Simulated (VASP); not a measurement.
BeC2: single point with PBE

Crystal: BeC2.

```xyz
3
Lattice="-1.9492 1.9492 2.3110 1.9492 -1.9492 2.3110 1.9492 1.9492 -2.3110" Properties=species:S:1:pos:R:3 pbc="T T T"
Be    0.0000    0.0000    0.0000
C     0.0000    0.0000    2.9335
C     0.0000    0.0000    1.6884
```

The cell comes from a database or a generator and needn't be the stable form of this composition.

The cell isn't the ideal one: cell and atoms relaxed tightly for response.

| Quantity | Value |
| --- | --- |
| Program | VASP 6.6.1 |
| Task | single point |
| Functional | PBE |
| Potentials or basis | VASP PAW PBE potentials, release 64 (Be, C) |
| Cutoff | 520 eV |
| k mesh | 8 × 8 × 8 |
| Occupations | gaussian, width 0.01 eV |
| Spin | no spin polarisation |
| Dipole correction | no |
| Further INCAR settings | ALGO = Fast; EDIFF = 1e-06; NBANDS = 12 |

| Item | Value |
| --- | --- |
| Pressure | 0.1 GPa |
| Largest force | 0.114 eV/Å |
| Band gap on the k mesh | 2.89 eV, indirect (least direct gap 3.34 eV) |

Forces on the atoms (eV/Å):
```
Be   0.000  0.000  0.000
C    0.000  0.000  0.114
C    0.000  0.000 -0.114
```

Stress tensor (GPa, compression positive):
```
-0.01  0.00  0.00
 0.00 -0.01  0.00
 0.00  0.00  0.28
```

Levels at points of the mesh, in eV from the valence-band top:
| k point | band 3 | band 4 | band 5 | band 6 | band 7 | band 8 |
| --- | --- | --- | --- | --- | --- | --- |
| (0.00, 0.00, 0.00) | -3.93 | 0.00 | 0.00 | 4.62 | 4.62 | 7.60 |
| (0.50, 0.00, 0.00) | -3.03 | -1.07 | -0.91 | 2.89 | 3.57 | 9.24 |
| (0.50, 0.50, 0.00) | -4.18 | -3.30 | -0.16 | 3.18 | 6.70 | 8.60 |
| (0.50, 0.50, 0.50) | -2.75 | -2.75 | -2.52 | 7.15 | 7.27 | 8.12 |

Wall time 11 s on 1 thread of Intel(R) Xeon(R) 6975P-C (Granite Rapids), on a shared host, peak memory 0.15 GiB.

Caveat: the standard files for N, O and F lose accuracy on very short bonds. A k mesh can miss the band edges.
